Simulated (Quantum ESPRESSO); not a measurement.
## HfC in Quantum ESPRESSO: the effect of functional

HfC:

```
Hf C
1.0
     0.00000    2.32500    2.32500
     2.32500    0.00000    2.32500
     2.32500    2.32500    0.00000
Hf C
1 1
Direct
  0.50000 0.50000 0.50000
  0.00000 0.00000 0.00000
```

Alike in all runs:

```yaml
Program: Quantum ESPRESSO 7.5
Task: phonons
Cutoff: 612 eV
Density_cutoff: 4898 eV
k_mesh: 10 × 10 × 10
Occupations: cold, width 0.2 eV
Spin: no spin polarisation
```

Each run relaxes the cell or the atoms first.

Question: One run gave: relaxed volume 12.59 Å³/atom; highest phonon frequency 421 cm⁻¹. Which functional did it use?
A. PBE
B. LDA
C. RPBE
D. PBEsol
E. WC

Answer: A.

```tsv
functional	potentials or basis	relaxed volume (Å³/atom)	highest phonon frequency (cm⁻¹)
LDA	GBRV 1.5 LDA	11.99	464
PBE	GBRV 1.5 PBE	12.59	421
PBEsol	GBRV 1.5 PBEsol	12.25	451
WC	GBRV 1.5 PBE	12.31	447
AM05	GBRV 1.5 PBE	12.22	458
RPBE	GBRV 1.5 PBE	12.77	407
vdW-DF-cx	GBRV 1.5 PBE	12.25	453
```

Caveats: the potentials were made for another functional, which shifts forces and pressure (some runs).

Not every run made on this cell is shown here.
